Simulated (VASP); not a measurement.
Write the native input for VASP 6.6.1 that does the following.

- Task: relaxation of the atoms
- Functional: PBE
- Potentials or basis: VASP PAW PBE potentials, release 64 (Be, Se)
- Cutoff: 600 eV
- k mesh: 10 × 10 × 10
- Occupations: gaussian, width 0.03 eV
- Spin: no spin polarisation
- Further INCAR settings: ALGO = Normal; EDIFF = 1e-07; IBRION = 2; EDIFFG = -0.01; NSW = 40

The structure of BeSe lies in POSCAR:

```
BeSe                                    
1.0
    0.0000000000      2.5907601112      2.5907601112
    2.5907601112      0.0000000000      2.5907601112
    2.5907601112      2.5907601112      0.0000000000
  Be              Se            
     1     1
Direct
     0.0000000000000000    0.0000000000000000    0.0000000000000000
     0.2500000000000000    0.2500000000000000    0.2500000000000000
```

The input as run:

INCAR

```
ALGO = Normal ; EDIFF = 1E-7
EDIFFG = -0.01 ; ENCUT = 600
GGA = PE ; IBRION = 2
ISIF = 2 ; ISMEAR = 0
LASPH = T ; LCHARG = F
LREAL = F ; LWAVE = F
NELM = 80 ; NSW = 40
PREC = Accurate ; SIGMA = 0.03
```

KPOINTS

```
k-points
0
Gamma
  10 10 10
```

Potentials or basis: VASP PAW PBE potentials, release 64 (Be, Se).

Command:

```console
$ cat potpaw_PBE.64/Be/POTCAR potpaw_PBE.64/Se/POTCAR > POTCAR
$ mpirun -np 1 vasp_std > vasp.out
```

It gave:

```
Pressure after relaxing : 0.0 GPa
Band gap on the k mesh  : 2.67 eV, indirect (least direct gap 4.21 eV)
```

Caveat: the relaxation stopped at its first step, so nothing moved.

It took 9.6 s on 1 thread of Intel(R) Xeon(R) 6975P-C (Granite Rapids), with other jobs on the host, peak memory 0.17 GiB.
